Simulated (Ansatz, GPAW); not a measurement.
This is a calculation of SnTe for Ansatz 0.2.0. 

input.yaml

```yaml
crystal:
  lattice:
    - [0.0, 3.15085, 3.15085]
    - [3.15085, 0.0, 3.15085]
    - [3.15085, 3.15085, 0.0]
  atoms:
    - { symbol: Te, position: [0.5, 0.5, 0.5] }
    - { symbol: Sn, position: [0.0, 0.0, 0.0] }
kpoints:
  mp_grid: { grid: [7, 7, 7] }
scf:
  occupations: { method: gaussian, width: 0.016 }
hamiltonian:
  xc: pbe
  pseudopotentials: { kind: all_electron, lapw: { basis_error: 0.001 } }
output:
  forces: true
  stress: true
  eigenvalues: true
```

Potentials or basis: all-electron LAPW, scalar-relativistic.

Run with:

```sh
$ ansatz run input.yaml --threads 1 --pin off --max-ram 3072MiB --backend cpu --events-out ev --progress --plain --runs-dir out
```

**Question.** Set up the same calculation for GPAW 26.7.0 (ASE script). Potentials or basis there: GPAW PAW data sets (gpaw-data 1.2.1), cutoff 600 eV.

**Answer.** As run (cutoffs and basis follow the program's own potentials, and thresholds, step limits or extra output files can differ):

run.py

```python
from ase import Atoms
from ase.dft.bandgap import bandgap
from ase.io import write
from ase.units import GPa
from gpaw import GPAW, PW

atoms = Atoms(['Te', 'Sn'],
              cell=[[0.0, 3.15085, 3.15085],
                    [3.15085, 0.0, 3.15085],
                    [3.15085, 3.15085, 0.0]],
              scaled_positions=[[0.5, 0.5, 0.5],
                                [0.0, 0.0, 0.0]],
              pbc=True)

calc = GPAW(mode=PW(600),
            xc='PBE',
            kpts={'size': (7, 7, 7), 'gamma': True},
            occupations={'name': 'methfessel-paxton', 'order': 0, 'width': 0.016},
            nbands=19,
            convergence={'density': 1e-05, 'energy': 1e-05},
            maxiter=150,
            txt='gpaw.txt')
atoms.calc = calc
energy = atoms.get_potential_energy()
forces = atoms.get_forces()
stress = atoms.get_stress()
calc.write('gs.gpw')
write('result.traj', atoms)
print(f'Energy: {energy:.6f} eV')
print('Forces (eV/A):')
print(forces.round(4))
print('Stress (GPa):', (stress / GPa).round(3))
print('Fermi level:', round(calc.get_fermi_level(), 4), 'eV')
print(f'Gap: {bandgap(calc)[0]:.4f} eV, direct: {bandgap(calc, direct=True)[0]:.4f} eV')
```

Potentials or basis: GPAW PAW data sets (gpaw-data 1.2.1), pw.

Launch:

```bash
$ OMP_NUM_THREADS=1 python run.py
```

Both were run:

|  | Ansatz | GPAW |
| --- | --- | --- |
| Pressure | 2.2 GPa | 1.9 GPa |

Where Ansatz's input types no cutoff or centring, it takes its own default and a Γ-centred mesh.

Pressure is positive in compression.
